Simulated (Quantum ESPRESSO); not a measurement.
## InPd under changes of volume

One of the cells (17.513 Å³/atom); the others are scaled copies at fixed shape and fractional positions:

```
CELL_PARAMETERS angstrom
3.27188 0.00000 0.00000
0.00000 3.27188 0.00000
0.00000 0.00000 3.27188
ATOMIC_POSITIONS crystal
In 0.00000 0.00000 0.00000
Pd 0.50000 0.50000 0.50000
```

The cell comes from a database or a generator and needn't be the stable form of this composition.

- Program: Quantum ESPRESSO 7.5
- Functional: r2SCAN
- Potentials or basis: SG15 PBE 1.2
- Cutoff: 952 eV
- Density cutoff: 3810 eV
- k mesh: 6 × 6 × 6
- Occupations: fermi-dirac, width 0.05 eV
- Spin: no spin polarisation

| volume (Å³/atom) | energy over the lowest point (meV/atom) | pressure (GPa) |
| --- | --- | --- |
| 16.462 | 16.23 | 6.9 |
| 16.813 | 4.63 | 3.5 |
| 17.163 | 0.00 | 0.6 |
| 17.513 | 1.52 | -2.0 |
| 17.863 | ? | ? |
| 18.214 | 20.02 | -6.2 |
| 18.564 | 35.29 | -7.7 |

Question: What does the run at 17.863 Å³/atom give?

Answer: Energy over the lowest point 8.45 meV/atom; pressure -4.3 GPa.

Worked out: A Birch-Murnaghan fit of order 3 (a polynomial in V^(-2/3)) to the other rows has its minimum at 17.24 Å³/atom with B0 = V·E''(V) = 134 GPa and B' = 6.2. It gives 8.47 meV/atom at 17.863 Å³/atom, against the run's 8.45, and -dE/dV = -4.2 GPa, against -4.3.

Energies are extrapolated to zero smearing.

Caveats: the potentials were made for another functional, which shifts forces and pressure.
